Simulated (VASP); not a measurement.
Wanted: the native input for a VASP 6.6.1 run.

| Property | Result |
| --- | --- |
| Task | relaxation of cell and atoms |
| Functional | LDA |
| Potentials or basis | VASP PAW LDA potentials, release 64 (Cd, O) |
| Cutoff | 600 eV |
| k mesh | 12 × 12 × 12 |
| Occupations | gaussian, width 0.03 eV |
| Spin | no spin polarisation |
| Further INCAR settings | ALGO = Normal; EDIFF = 1e-06; IBRION = 2; EDIFFG = -0.01; NSW = 90; ISIF = 3 |

The structure of CdO (Monteponite) lies in POSCAR:

```
CdO
1.0
    0.0000000000      2.3495000000      2.3495000000
    2.3495000000      0.0000000000      2.3495000000
    2.3495000000      2.3495000000      0.0000000000
Cd O
1 1
Direct
    0.0000000000      0.0000000000      0.0000000000
    0.5000000000      0.5000000000      0.5000000000
```

The input as run:

INCAR

```
SYSTEM = CdO
PREC = Accurate
ENCUT = 600
EDIFF = 1E-6
ISMEAR = 0
SIGMA = 0.03
LREAL = .False.
LASPH = .True.
NELM = 80
ALGO = Normal
ISIF = 3
LWAVE = .False.
LCHARG = .False.
GGA = CA
IBRION = 2
NSW = 90
EDIFFG = -0.01
```

KPOINTS

```
regular mesh
0
Gamma
  12 12 12
  0 0 0
```

Potentials or basis: VASP PAW LDA potentials, release 64 (Cd, O).

Command:

```console
$ cat potpaw_LDA.64/Cd/POTCAR potpaw_LDA.64/O/POTCAR > POTCAR
$ mpirun -np 1 vasp_std > vasp.out
```

It gave:

```
Relaxed volume                         : 12.59 Å³/atom
Relaxed cell                           : a = 3.290 Å, b = 3.290 Å, c = 3.290 Å, α = 60.00°, β = 60.00°, γ = 60.00°
Space group after relaxing (to 0.05 Å) : Fm-3m (No. 225)
Energy gained by relaxing              : 5.7 meV/atom
Ionic steps                            : 3
Pressure after relaxing                : 0.0 GPa
Band gap on the k mesh                 : none (metal or under the smearing width)
```

Caveat: this crystal is a semiconductor, whose small gap the functional closes, so the metal is an error of the method.

It took 24 s on 1 thread of Intel(R) Xeon(R) 6975P-C (Granite Rapids), on a shared host, peak memory 0.17 GiB.
